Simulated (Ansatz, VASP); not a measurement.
**Two plane-wave programs on BaS4**

```
Ba S
1.0
     5.37913    0.00000    0.00000
     0.00000    5.37913    0.00000
     0.00000    0.00000    5.44784
Ba S
1 4
Direct
  0.00000 0.00000 0.00000
  0.50000 0.00000 0.31815
  0.00000 0.50000 0.68185
  0.50000 0.00000 0.68185
  0.00000 0.50000 0.31815
```

Change from the starting cell: ordered vacancies on the cation sites of fluorite (P4/mmm, No. 123).

Alike in both runs: task relaxation of cell and atoms; functional PBE; k mesh 8 × 8 × 8; occupations gaussian, width 0.1 eV; no spin polarisation.

```csv
,VASP,Ansatz
version,VASP 6.6.1,Ansatz 0.2.0
potentials or method,"VASP PAW PBE potentials, release 64 (Ba_sv, S)","scalar-relativistic, plane waves, PAW"
plane-wave cutoff (eV),600,420
valence electrons in the cell,34,34
```

VASP gave:

* gap on the k mesh at the Fermi level, each at its own relaxed structure (eV): none
* relaxed volume (Å³/atom): 32.55
* relaxed cell length with the largest relative difference (Å): 5.521
* energy change over the relaxation (meV/atom): -3

Q: What did Ansatz give for the same quantities?

A: gap on the k mesh at the Fermi level, each at its own relaxed structure (eV): none; relaxed volume (Å³/atom): 32.12; relaxed cell length with the largest relative difference (Å): 5.495; energy change over the relaxation (meV/atom): -1.

A gap of «none» marks a metal or a gap that the smearing closes.

Spin-orbit coupling is left out, which matters for the levels of Ba.
